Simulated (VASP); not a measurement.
CsBr: single point with PBE

The system is CsBr.

```xyz
2
Lattice="4.3893 0.0000 0.0000 0.0000 4.3893 0.0000 0.0000 0.0000 4.3893" Properties=species:S:1:pos:R:3 pbc="T T T"
Cs    0.0000    0.0000    0.0000
Br    2.1947    2.1947    2.1947
```

| Quantity | Value |
| --- | --- |
| Program | VASP 6.6.1 |
| Task | single point |
| Functional | PBE |
| Potentials or basis | VASP PAW PBE potentials, release 64 (Cs_sv, Br) |
| Cutoff | 520 eV |
| k mesh | 6 × 6 × 6 |
| Occupations | gaussian, width 0.02 eV |
| Spin | no spin polarisation |
| Dipole correction | no |
| Further INCAR settings | ALGO = Fast; EDIFF = 1e-06; NBANDS = 15 |

| Property | Result |
| --- | --- |
| Pressure | 0.0 GPa |
| Band gap on the k mesh | 4.24 eV, indirect (least direct gap 4.27 eV) |

Levels at points of the mesh, in eV from the valence-band top:
```csv
k point,band 4,band 5,band 6,band 7,band 8,band 9,band 10,band 11,band 12,band 13
"(0.00, 0.00, 0.00)",-6.52,-6.52,-0.02,-0.02,-0.02,4.24,4.97,4.97,8.88,8.88
"(0.50, 0.00, 0.00)",-6.44,-6.44,-1.19,-0.18,-0.18,5.89,6.95,7.36,8.31,8.60
"(0.50, 0.50, 0.00)",-6.99,-6.38,-0.56,-0.56,0.00,5.21,5.44,7.14,7.14,10.56
"(0.50, 0.50, 0.50)",-6.85,-6.85,-1.03,-1.03,-1.03,7.99,7.99,7.99,8.82,8.82
```

It took 15 s on 1 thread of AMD EPYC 9R45 (Zen 5) (shared host), peak memory 0.18 GiB.

Caveat: spin-orbit coupling is left out, which moves the levels of the heavy elements. A k mesh can miss the band edges.
